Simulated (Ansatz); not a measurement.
# SnSe: stable or not

It was reached by relaxing an invented guess, and it needn't be the stable form of this composition.

Computed with Ansatz, DFT PBE, scalar-relativistic, plane waves, PAW. The final run on the 8-atom cell used 420 eV, a Γ-centred 6×4×4 mesh, 0.02 eV smearing and no spin polarisation.

Space group P1 (No. 1). a = 6.163 Å, b = 7.139 Å, c = 7.154 Å, α = 79.79°, β = 64.73°, γ = 64.71°
```csv
atom,site,symmetry,x,y,z
Sn,1a,1,0.3135,0.7744,0.6343
Sn,1a,1,0.7189,0.2255,0.3657
Sn,1a,1,0.0850,0.6338,0.2276
Sn,1a,1,0.9468,0.3662,0.7723
Se,1a,1,0.5522,0.6326,0.2303
Se,1a,1,0.4158,0.3674,0.7697
Se,1a,1,0.7827,0.7708,0.6355
Se,1a,1,0.1850,0.2292,0.3645
```

Energies over the elements count from the elements' standard structures at the same level, with no fitted energy shifts. The references include grey tin.

Task: These tests were run: energy against the elements; phonons at Γ. What do they show?

Result:

| test | result |
| --- | --- |
| energy against the elements | −0.391 eV/atom |
| phonons at Γ | lowest optical mode 41 cm⁻¹ |

It fails none of these tests. Other phases of the system weren't compared here, so this isn't yet thermodynamic stability. Phonons away from Γ weren't computed.

No dispersion correction is applied, so the spacing and binding between layers, chains or molecules are poorly described. The reference form of Se is held partly by dispersion forces, which this level lacks. The run for the phonons used a 6×4×4 k mesh.
